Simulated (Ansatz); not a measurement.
# HfSi3O8: the band gap up the ladder of functionals

An exercise on one series of results from a longer session: the logs are not shown, and one member is left open.

Program: Ansatz 0.2.0. PAW datasets, plane waves. No spin polarisation and no zero-point or thermal motion; the cell was built from a prototype and may be hypothetical.

**The structure to begin with**

The cell was relaxed beforehand with r2SCAN.

The symmetry is Cm (No. 8, monoclinic); conventional cell a = 9.672 Å, b = 3.625 Å, c = 7.235 Å, β = 110.8°, 9.88 Å³ an atom. Near Hf stand 6 O at 1.93–2.13 Å; near Si stand 6 O at 1.78–1.86 Å; near O stand 3 Si at 1.78–1.86 Å; near O stand 2 Si at 1.84–1.88 Å and 1 Hf at 2.08 Å; near O stand 2 Si at 1.73–1.83 Å and 1 Hf at 1.99 Å.

As a file:

```xyz
12
Lattice="4.8361 -1.8126 0.0095 4.8361 1.8126 0.0095 -2.5796 0.0000 6.7598" Properties=species:S:1:pos:R:3 pbc="T T T"
Hf   -0.0847    0.0000    0.0364
Si    1.5810    0.0000    2.6022
O     3.2363    0.0000    3.2557
O     1.8556    0.0000    0.7780
O    -0.1562    0.0000    2.0274
O     6.7938    0.0000    2.7471
Si   -1.1990    0.0000    3.4108
Si    0.0505    0.0000    5.8240
O     1.6229    0.0000    6.4394
O     0.5026    0.0000    4.1016
O    -1.5222    0.0000    5.1203
O     5.0492    0.0000    5.9729
```

Set-up of the first run:

Input file input.yaml:

```yaml
crystal:
  lattice:
    - [4.8360953708, -1.8125612748, 0.0095432177]
    - [4.8360953708, 1.8125612748, 0.0095432177]
    - [-2.5796139542, 0.0, 6.7598254137]
  atoms:
    - { symbol: Hf, position: [-0.0073123036, -0.0073123036, 0.0054037878] }
    - { symbol: Si, position: [0.2659281144, 0.2659281144, 0.3842022686] }
    - { symbol: O, position: [0.4627038425, 0.4627038425, 0.4803141507] }
    - { symbol: O, position: [0.2223776084, 0.2223776084, 0.1144624593] }
    - { symbol: O, position: [0.0637964434, 0.0637964434, 0.2997434045] }
    - { symbol: O, position: [0.8101824673, 0.8101824673, 0.4040963768] }
    - { symbol: Si, position: [0.0106053404, 0.0106053404, 0.504544727] }
    - { symbol: Si, position: [0.2348271191, 0.2348271191, 0.8608971503] }
    - { symbol: O, position: [0.4215388858, 0.4215388858, 0.9514064259] }
    - { symbol: O, position: [0.2136296158, 0.2136296158, 0.6061524763] }
    - { symbol: O, position: [0.0446007013, 0.0446007013, 0.7573335788] }
    - { symbol: O, position: [0.7571221652, 0.7571221652, 0.881443194] }
kpoints:
  mp_grid: { grid: [8, 8, 4] }
  band_path:
    path:
      - [[0.0, 0.0, 0.0], [-0.2901721112037, 0.2901721112037, -6.395779175157e-18]]
      - [[0.2901721112037, 0.7098278887963, 9.047557878864e-19], [0.5, 0.5, 9.047557878864e-19], [0.0, 0.0, 0.0], [0.5, 0.5, -0.5], [0.2711245724049, 0.7288754275951, -0.5]]
      - [[-0.2711245724049, 0.2711245724049, -0.5], [-1.139945940193e-21, 8.775398264036e-20, -0.5], [0.0, 0.0, 0.0]]
      - [[1.69403947855e-17, 0.5, -0.5], [0.0, 0.0, 0.0], [2.35887685996e-17, 0.5, 4.523778939432e-19]]
    npoints: 10
hamiltonian:
  xc: pbe
scf:
  occupations: { method: fermi_dirac, width: 0.02 }
  n_extra_bands: 7
output:
  forces: true
  stress: true
  eigenvalues: true
```

Steps of the session up to this table: Band structure with PBE; Single point with r2SCAN; Single point with HSE06; PBE+SOC; PBE0 at the same geometry.

One table of the session follows, with a row left open; its other results are not shown here.

| level | gap (eV) |
| --- | --- |
| PBE | 4.66 |
| r2SCAN | ? |
| HSE06 | 6.40 |
| PBE+SOC | 4.58 |
| PBE0 | 7.17 |

Q: Estimate the row for r2SCAN from the others.

The run gave: gap (eV): 5.18. In the column «gap (eV)» it lies between PBE (4.66) and HSE06 (6.40).

Meshes: PBE 8×8×4, r2SCAN 8×8×4, HSE06 4×4×2, PBE+SOC 8×8×4, PBE0 4×4×2

PBE+SOC gives the least gap, 4.58 eV, and PBE0 the largest, 7.17 eV. PBE reaches 73 % of the HSE06 value, and r2SCAN 81 %. PBE0 lies 0.77 eV above HSE06, which differs from it by screening the long-range exchange.

Caveats from the session: Warnings in the runs' records: stress exchange threshold loose, stress scf threshold loose.
